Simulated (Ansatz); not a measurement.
SrO:

```
Sr O
1.0
     3.55329    0.00000    0.00000
    -1.77664    3.07724    0.00000
     0.00000    0.00000    6.21730
Sr O
2 2
Direct
  0.66667 0.33333 0.75000
  0.33333 0.66667 0.25000
  0.00000 0.00000 0.50000
  0.00000 0.00000 0.00000
```

Measurements of this composition are mostly on another form, of space group No. 225.

Program: Ansatz 0.2.0. Alike in all runs: potentials or basis Ansatz PAW; no spin polarisation; cell as given.

Task: Order these runs on this cell by their band gap on the k mesh, lowest first.
A. level r2SCAN; k mesh 9 × 9 × 5; cutoff (eV) 500; smearing fermi-dirac 0.05 eV; points for each segment of the path 14
B. level LDA; k mesh 9 × 9 × 5; cutoff (eV) 420; smearing fermi-dirac 0.05 eV; points for each segment of the path 14
C. level PBE; k mesh 8 × 8 × 4; cutoff (eV) 420; smearing fixed

Result: B (2.87 eV), C (3.08 eV), A (3.56 eV).

A k mesh can miss the band edges, odd and even meshes differently.
